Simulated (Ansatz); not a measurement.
# TiAl: stationary points along a deformation path

Level of theory: DFT PBEsol, scalar-relativistic, plane waves, PAW (Ansatz). The runs took a 420 eV cutoff, a Γ-centred 22×22×22 mesh and Gaussian smearing (0.15 eV). No spin polarisation. Energies are free energies at this smearing, counted from the undisturbed cell; pressure is positive in compression.

The undisturbed cell (relaxed at this level; it needn't be the usual structure):

```xyz
2
Lattice="3.1565 0.0000 0.0000 0.0000 3.1565 0.0000 0.0000 0.0000 3.1565" Properties=species:S:1:pos:R:3 pbc="T T T"
Ti    0.0000    0.0000    0.0000
Al    1.5782    1.5782    1.5782
```

At fixed volume and fractional coordinates, lengths along (0.000, 0.000, 1.000) are scaled against those across it; ρ is that ratio over its starting value. V = 15.724 Å³/atom. Δσ is the stress along the axis less the mean stress across it (compression positive).

| ρ | ΔE (meV/atom) | Δσ (GPa) | space group |
| --- | --- | --- | --- |
| 0.650 | 257.2 | 35.34 | P4/mmm |
| 0.707 | 107.2 | 21.07 | P4/mmm |
| 0.780 | 13.4 | 8.05 | P4/mmm |
| 0.850 | -8.9 | 0.86 | P4/mmm |
| 0.920 | -6.2 | -1.41 | P4/mmm |
| 0.960 | -2.1 | -1.33 | P4/mmm |
| 1.000 | 0.0 | 0.00 | Pm-3m |
| 1.050 | -5.7 | 3.80 | P4/mmm |
| 1.100 | -22.5 | 7.04 | P4/mmm |
| 1.200 | -72.1 | 9.32 | P4/mmm |
| 1.300 | -114.9 | 6.45 | P4/mmm |
| 1.414 | -137.5 | 1.66 | P4/mmm |
| 1.500 | -134.5 | -3.42 | P4/mmm |

How does the stress give the slope of the energy, and where is the energy stationary?

Along the path d ln(length) is 2/3 d ln ρ on the axis and −1/3 d ln ρ across it, so dE/d ln ρ = −(2/3) V Δσ: the energy falls with ρ where Δσ is positive. Δσ vanishes or changes sign between ρ = 0.850 and 0.920, a minimum (near 0.88 by linear interpolation); at ρ = 1.000 (Pm-3m), a maximum at 0.0 meV/atom; between ρ = 1.414 and 1.500, a minimum (near 1.44 by linear interpolation). Pairs of stationary points between two samples would go unseen, and could change a minimum read from distant neighbours into a maximum. At ρ = 1.000 the cell is cubic, where symmetry alone makes the stress isotropic and the slope zero.

Which shear constant sets the curvature at ρ = 1?

For a cubic crystal E/V = (2/3) C (ln ρ)² with C = C′ = (C11 − C12)/2, so Δσ = −2C ln ρ. The parabola of Δσ against ln ρ through ρ = 0.960, 1 and 1.050 gives C ≈ -27 GPa with the ions clamped, rough because the steps are large. It is negative, so the cubic cell is unstable to this shear.

Integrate that slope from ρ = 1 to 1.200 by the trapezoid rule.

With V/N in Å³ and 1 eV/Å³ = 160.2 GPa the slopes at ρ = 1.000, 1.050, 1.100, 1.200 are 0, -249, -461, -610 meV/atom per unit of ln ρ. The steps add (-6.1) + (-16.5) + (-46.6) = -69.2 meV/atom, against -72.1 from the energies; the trapezoid rule misses the curvature of the slope within each step.

Is the start the lowest point of the path?

No: ρ = 1.414 lies 137.5 meV/atom lower, with no sampled rise above the start on the way. Volume and inner coordinates are held, so a relaxed structure there would lie lower still.

In a metal these slopes depend on the k mesh and the smearing.

Cost: 13 runs of about 1.8 core-minutes in all, on AMD EPYC 9R45 (Zen 5) (shared hosts).